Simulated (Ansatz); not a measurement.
**Si: stress in a strained cell**

Aim: deform Si (equal xx and yy strain of +2 %) and compute stress, forces and field gradients with LAPW, PAW and all-electron datasets made for the crystal.

Method: DFT PBE, scalar-relativistic, in Ansatz 0.2.0.

## Step 1: The system as given

It takes space group Imma (No. 74, orthorhombic). Conventional cell: a = 4.502 Å, b = 4.737 Å, c = 2.550 Å, α = 90.00°, β = 90.00°, γ = 90.00°. Si (site symmetry mm2) is surrounded by 8 Si at 2.39 to 2.74 Å.

As a file:

```cif
data_structure
_symmetry_space_group_name_H-M 'P 1'
_symmetry_Int_Tables_number 1
_cell_length_a 3.5075
_cell_length_b 3.5075
_cell_length_c 3.5075
_cell_angle_alpha 100.152
_cell_angle_beta 95.050
_cell_angle_gamma 137.368
_cell_volume 27.19
loop_
_atom_site_label
_atom_site_type_symbol
_atom_site_fract_x
_atom_site_fract_y
_atom_site_fract_z
_atom_site_occupancy
Si1 Si 0.80700 0.55700 0.25000 1
Si2 Si 0.19300 0.44300 0.75000 1
```

Atoms are numbered in the order of the input: Si1, Si2.

## Step 2: After the deformation

Space group Imma before, Imma after.

## Step 3: Full-potential LAPW

The input, input.yaml:

```yaml
crystal:
  lattice:
    - [-2.29602, 2.41587, 1.275]
    - [2.29602, -2.41587, 1.275]
    - [2.29602, 2.41587, -1.275]
  atoms:
    - { symbol: Si, position: [0.807, 0.557, 0.25] }
    - { symbol: Si, position: [0.193, 0.443, 0.75] }
kpoints:
  mp_grid: { grid: [16, 16, 16] }
  band_path:
    path:
      - [0.0, 0.0, 0.0]
      - [0.5, -0.5, 0.5]
      - [0.4758105458, -0.4758105458, 0.5241894542]
      - [-0.4758105458, 0.4758105458, 0.4758105458]
      - [0.0, 0.0, 0.0]
      - [0.3196327034, 0.3196327034, -0.3196327034]
      - [0.6803672966, -0.3196327034, 0.3196327034]
      - [0.5, -0.5, 0.5]
      - [0.0, 0.0, 0.0]
    npoints: 5
scf:
  occupations: { method: fermi_dirac, width: 0.05 }
hamiltonian:
  xc: pbe
  pseudopotentials: { kind: all_electron, lapw: { basis_error: 0.0005 } }
output:
  forces: true
  stress: true
  eigenvalues: true
```

Command:

```sh
ansatz run input.yaml --threads 1 --pin off --max-ram 3072MiB --backend cpu --events-out ev --progress --plain --runs-dir out
```

Standard output, shortened:

```text
LAPW: plane waves up to 7.582 Å⁻¹, error target 5.0e-4 eV per atom; small_component_spin mean_spin; Si in spheres of 1.217 Å, 12 of its electrons in bands, Dirac shells []
[...]
Pseudopotentials: kind: all_electron
Pseudopotential: Si, LAPW, valence charge 12, Koelling and Harmon's equation, gaussian nucleus
Functional definition: PBE
[...]
Crystal: 2 atoms, lattice volume = 28.289 Å³
Basis set: ecut = 219.04089329929784 eV, 211 PW (Γ), FFT grids on a1+a2, a2, a3, exchange–correlation at level 2
Bands: 16, of which v1, the nominal top of the filled ones, is band 12 counted from 1 (11 counted from 0)
Symmetry: 8 space group operations
Space group: Imma (ITA 74), of the structure as read, at distance tolerance 3.0e-5 Å
k-points: 621 of 4096
[...]
SCF iter   1: F=—  HF=-15783.890887 eV  |F-HF|=—  |Δ(HF+E_count)|=         —  Δρ=2.23e-2  dr2=7.43e-2  ethr=3.10e-4  ⟨swp⟩=2.9  Hψ=71311  notcnv=0
[...]
the basis was enlarged: its passes take 336.0 KiB over the memory plan, 1 of 1 planned eigensolver slots
[...]
SCF iter   6: F=-15783.883115 eV  HF=-15783.883115 eV  |F-HF|=3.22e-10  |Δ(HF+E_count)|=   1.34e-7  Δρ=1.66e-6  dr2=5.68e-10  ethr=3.51e-10  ⟨swp⟩=3.0  Hψ=28710  notcnv=0
[...]
the search or the solves at the SCF's close seem to have found levels that the self-consistency loop had missed (the run counts 1). By its estimate they hold under 1e-12 electrons; where the run keeps them, the occupations were computed again with them
NSCF: frozen V_eff on 41 k-points
SCF converged after 6 iterations
Free energy (F): -15783.883115 eV
[...]
E sigma→0 (E₀):  -15783.880030 eV
Entropy (-TS):   -0.006169 eV (-3.085 meV/atom)
Fermi energy:    12.474087 eV
[...]
--- Forces (eV/Å), atoms counted from 1 ---
  atom   1  Si     0.00000000     0.00000000     0.02702728
  atom   2  Si     0.00000000     0.00000000    -0.02702728
[...]
--- Stress (GPa, compression-positive) ---
        8.798577       0.000000       0.000000
        0.000000       8.699476       0.000000
        0.000000       0.000000      10.341373
  P = ⅓ Tr σ = 9.2798 GPa (92.798 kbar)
--- Band table (eV; the first three rows and the last of 621) ---
  k-point 0: bands = ["-121.8654", "-121.8612", "-77.9234", "-77.9149", "-77.9139", "-77.9109", "-77.8890", "-77.8708", "-1.9755", "9.4458", "9.9578", "10.3706", "13.6692", "20.1293", "21.0151", "22.4814"]
[...]
```

It took 36 s on 1 thread of Intel Xeon Platinum 8488C (Sapphire Rapids), shared host; peak memory 0.73 GiB.

Result: pressure 9.28 GPa; no gap; largest force 0.027 eV/Å.

## Step 4: PAW on the default files

The input, input.yaml:

```yaml
crystal:
  lattice:
    - [-2.29602, 2.41587, 1.275]
    - [2.29602, -2.41587, 1.275]
    - [2.29602, 2.41587, -1.275]
  atoms:
    - { symbol: Si, position: [0.807, 0.557, 0.25] }
    - { symbol: Si, position: [0.193, 0.443, 0.75] }
kpoints:
  mp_grid: { grid: [16, 16, 16] }
scf:
  occupations: { method: fermi_dirac, width: 0.05 }
hamiltonian:
  xc: pbe
  pseudopotentials: { kind: paw }
output:
  forces: true
  stress: true
  eigenvalues: true
  efg: { contact_densities: true }
```

Command:

```sh
ansatz run input.yaml --threads 1 --pin off --max-ram 3072MiB --backend cpu --events-out ev --progress --plain --runs-dir out
```

Standard output, shortened:

```text
[...]
Pseudopotentials: kind: paw
Pseudopotential: Si, paw, valence charge 4, recommended cutoff 420 eV (normal)
[... 1 set-up line as earlier in the session ...]
[...]
Crystal: 2 atoms, lattice volume = 28.289 Å³
Basis set: ecut = 420 eV, 543 PW (Γ), exchange–correlation on 48×48×48 points (8 copies of the dense FFT grid, shifted against one another)
Bands: 8, of which v1, the nominal top of the filled ones, is band 4 counted from 1 (3 counted from 0)
[... 2 set-up lines as earlier in the session ...]
k-points: 621 of 4096
[...]
SCF iter   1: F=—  HF=-1270.966339 eV  |F-HF|=—  |Δ(HF+E_count)|=         —  Δρ=1.72e-3  dr2=5.79e-4  ethr=1.77e-3  ⟨swp⟩=5.2  Hψ=40344  notcnv=0
[...]
Entropy (-TS):   -0.006173 eV (-3.087 meV/atom)
Fermi energy:    10.726724 eV
[...]
--- Forces (eV/Å), atoms counted from 1 ---
  atom   1  Si     0.00000000     0.00000000     0.02727180
  atom   2  Si     0.00000000     0.00000000    -0.02727180
[...]
--- Stress (GPa, compression-positive) ---
        8.797246       0.000000       0.000000
        0.000000       8.715215       0.000000
        0.000000       0.000000      10.344753
  P = ⅓ Tr σ = 9.2857 GPa (92.857 kbar)
--- PAW observables at the nuclei: V_zz in 10²¹ V/m², potentials from the cell's mean, atoms counted from 1 ---
  atom   1  Si V_zz =    -2.300192   η = 0.1074   by run symmetry: allowed
            electrostatic potential = -1362.805482 V   contact ρ = 12814.212548 e/Å³
  atom   2  Si V_zz =    -2.300192   η = 0.1074   by run symmetry: allowed
            electrostatic potential = -1362.805482 V   contact ρ = 12814.212548 e/Å³
--- Band table (eV; the first three rows and the last of 621) ---
  k-point 0: bands = ["-3.7220", "7.6990", "8.2119", "8.6242", "11.9178", "18.3768", "19.2694", "20.7329"]
[...]
```

Run time: 5.9 s. Hardware: 1 thread of Intel Xeon Platinum 8488C (Sapphire Rapids), shared host; peak memory 0.48 GiB.

In short: pressure 9.29 GPa; no gap; largest force 0.027 eV/Å; Vzz Si1 -2.30 (η = 0.11) (10²¹ V/m²).

## Step 5: All-electron PAW on datasets made for the crystal

Edit input.yaml of step 4 so:

```diff
@@ -14,3 +14,3 @@
   xc: pbe
-  pseudopotentials: { kind: paw }
+  pseudopotentials: { kind: all_electron, datasets: crystal }
 output:
```

Command:

```sh
ansatz run input.yaml --threads 1 --pin off --max-ram 3072MiB --backend cpu --events-out ev --progress --plain --runs-dir out
```

Standard output, shortened:

```text
[...]
[... 1 set-up line as earlier in the session ...]
Pseudopotential: Si, paw, valence charge 4, recommended cutoff 200 eV (normal), Koelling and Harmon's equation, gaussian nucleus
[... 1 set-up line as earlier in the session ...]
[...]
Crystal: 2 atoms, lattice volume = 28.289 Å³
Basis set: ecut = 200 eV, 175 PW (Γ), exchange–correlation on 36×36×36 points (8 copies of the dense FFT grid, shifted against one another)
Bands: 8, of which v1, the nominal top of the filled ones, is band 4 counted from 1 (3 counted from 0)
[... 2 set-up lines as earlier in the session ...]
k-points: 621 of 4096
[...]
SCF iter   1: F=—  HF=-15783.834157 eV  |F-HF|=—  |Δ(HF+E_count)|=         —  Δρ=2.81e-2  dr2=1.22e-1  ethr=1.38e-3  ⟨swp⟩=4.0  Hψ=35501  notcnv=0
[...]
--- Forces (eV/Å), atoms counted from 1 ---
  atom   1  Si     0.00000000     0.00000000     0.02689627
  atom   2  Si     0.00000000     0.00000000    -0.02689627
[...]
--- Stress (GPa, compression-positive) ---
        8.795917       0.000000       0.000000
        0.000000       8.696696       0.000000
        0.000000       0.000000      10.339410
  P = ⅓ Tr σ = 9.2773 GPa (92.773 kbar)
--- PAW observables at the nuclei: V_zz in 10²¹ V/m², potentials from the cell's mean, atoms counted from 1 ---
  atom   1  Si V_zz =    -2.298163   η = 0.1088   by run symmetry: allowed
            electrostatic potential = -1362.623994 V   contact ρ = 12823.200359 e/Å³
  atom   2  Si V_zz =    -2.298163   η = 0.1088   by run symmetry: allowed
            electrostatic potential = -1362.623994 V   contact ρ = 12823.200359 e/Å³
--- Band table (eV; the first three rows and the last of 621) ---
  k-point 0: bands = ["-1.9755", "9.4459", "9.9576", "10.3707", "13.6692", "20.1295", "21.0150"]
[...]
```

It took 12 s on 1 thread of Intel Xeon Platinum 8488C (Sapphire Rapids), shared host; peak memory 0.51 GiB.

This run gives: pressure 9.28 GPa; no gap; largest force 0.027 eV/Å; Vzz Si1 -2.30 (η = 0.11) (10²¹ V/m²).

## Step 6: Stress and forces compared

Stress (GPa, compression positive):

| method | xx | yy | zz | yz | xz | xy |
| --- | --- | --- | --- | --- | --- | --- |
| LAPW | 8.80 | 8.70 | 10.34 | 0.00 | 0.00 | 0.00 |
| PAW | 8.80 | 8.72 | 10.34 | 0.00 | 0.00 | 0.00 |
| crystal datasets | 8.80 | 8.70 | 10.34 | 0.00 | 0.00 | 0.00 |

Forces (eV/Å):

| atom | LAPW x | LAPW y | LAPW z | PAW x | PAW y | PAW z | crystal datasets x | crystal datasets y | crystal datasets z |
| --- | --- | --- | --- | --- | --- | --- | --- | --- | --- |
| Si1 | 0.000 | 0.000 | 0.027 | 0.000 | 0.000 | 0.027 | 0.000 | 0.000 | 0.027 |
| Si2 | 0.000 | 0.000 | -0.027 | 0.000 | 0.000 | -0.027 | 0.000 | 0.000 | -0.027 |

| method | pressure (GPa) | largest force (eV/Å) | Vzz Si1 (10²¹ V/m²) | SCF cycles, all passes |
| --- | --- | --- | --- | --- |
| LAPW | 9.28 | 0.027 | – | 6 |
| PAW | 9.29 | 0.027 | -2.30 | 6 |
| crystal datasets | 9.28 | 0.027 | -2.30 | 6 |

## Step 7: Outcome

```
                                 quantity                                           value
                                 pressure  LAPW 9.28, PAW 9.29, crystal datasets 9.28 GPa
largest shear or deviatoric stress (LAPW)                                        1.06 GPa
```

**Reading.** The largest part of the stress beyond the pressure is 1.06 GPa in size, in the zz component; the atoms are carried along and not relaxed. No run of the undeformed cell stands beside it, so the pressure holds what the given cell had before the change. PAW: stress within 0.02 GPa of LAPW, forces within 1 meV/Å. Crystal datasets: stress within 0.01 GPa of LAPW, forces within 1 meV/Å.
